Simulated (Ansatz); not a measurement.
**Squeezing Y (beta tin type)**

```
Y
1.0
    -3.11215    3.11215    1.70445
     3.11215   -3.11215    1.70445
     3.11215    3.11215   -1.70445
Y
2
Direct
  0.62500 0.87500 0.75000
  0.37500 0.12500 0.25000
```

The cell comes from a relaxation on PAW files under the same functional, begun from a prototype that needn't be the stable phase.

Its volume is scaled, and at each volume shape and atoms are relaxed on PAW files; all methods then take that cell.

Computed with Ansatz 0.2.0; functional PBE, scalar-relativistic. Settings: a Γ-centred 14×14×14 k mesh, Fermi–Dirac smearing of 0.08 eV, no spin polarisation. Methods: LAPW: all electrons, basis error target 1 meV/atom; PAW: frozen-core files, cutoff 420 eV; crystal datasets: all electrons, by PAW datasets that the program makes for each cell; norm-conserving: pseudopotentials, cutoff 980 eV; PAW (core large): files with a larger core, cutoff 420 eV.

Energies are extrapolated to zero smearing and count from the unscaled cell; pressure is positive in compression; gaps take the mesh and a band path. No temperature or zero-point motion is included.

The structure type is held throughout; the real material can change phase at far lower pressure.

```
V/V0  V (Å³/atom)  P LAPW (GPa)  ΔE LAPW (eV/atom)  P PAW − LAPW (GPa)  ΔE PAW − LAPW (meV/atom)  space group  shortest distance (Å)
1.00        33.02          0.00              0.000                0.00                       0.0     I4_1/amd                  3.227
0.95        31.37          1.79              0.008                0.00                       0.0     I4_1/amd                  3.166
0.85        28.06          6.76              0.089                0.00                       0.0     I4_1/amd                  3.038
0.75        24.76         14.68              0.299                0.00                       0.0     I4_1/amd                  2.900
0.65        21.46          28.1              0.723                0.00                      -0.1     I4_1/amd                  2.751
0.55        18.16             ?                  ?                   ?                         ?            ?                      ?
0.45        14.86         102.5              3.051               -0.05                      -0.9     I4_1/amd                  2.413
0.40        13.21         150.0              4.331               -0.07                      -1.5     I4_1/amd                  2.323
```

Question: Fit the Vinet equation to the LAPW pressures shown (residuals weighted by 1/(|P| + 0.03·Pmax)), and predict the pressure of the withheld row.

Answer: The fit gives V0 = 33.10 Å³/atom, B0 = 28 GPa and B0′ = 4.22. At 18.16 Å³/atom, x = (V/V0)^(1/3) = 0.8186, and P = 3·B0·(1 − x)/x²·exp[1.5·(B0′ − 1)·(1 − x)] = 54.6 GPa. The run itself gave 52.4 GPa (+4.2 % off) and ΔE = 1.523 eV/atom.

Question: From the table, what is the rise of the enthalpy H = E + pV up to the last row, and how stiff is the crystal between the last two rows?

Answer: ΔH = 4.331 eV + (150.0 GPa × 13.21 Å³ − 0.00 GPa × 33.02 Å³) × 0.006242 eV/(GPa·Å³) = 16.70 eV/atom, of which pV makes 74 %. The mean bulk modulus there is −ΔP/Δln V = 403 GPa.

Question: At the smallest volume, how far do crystal datasets and norm-conserving and PAW (core large) lie from LAPW in pressure?

Answer: crystal datasets: 0.00 GPa; norm-conserving: +0.08 GPa; PAW (core large): -0.07 GPa, on a LAPW pressure of 150.0 GPa.

Question: How do the Löwdin populations by LAPW change from the unscaled cell to the last row?

Answer: Y 4s 1.95 → 1.74, Y 5s 0.81 → 0.38, Y 4p 5.96 → 5.68, Y 4d 2.22 → 3.20 electrons an atom. These are projections on the shells that the free atoms fill; 0.13 e a cell lies outside them at the start and 0.05 e at the end.
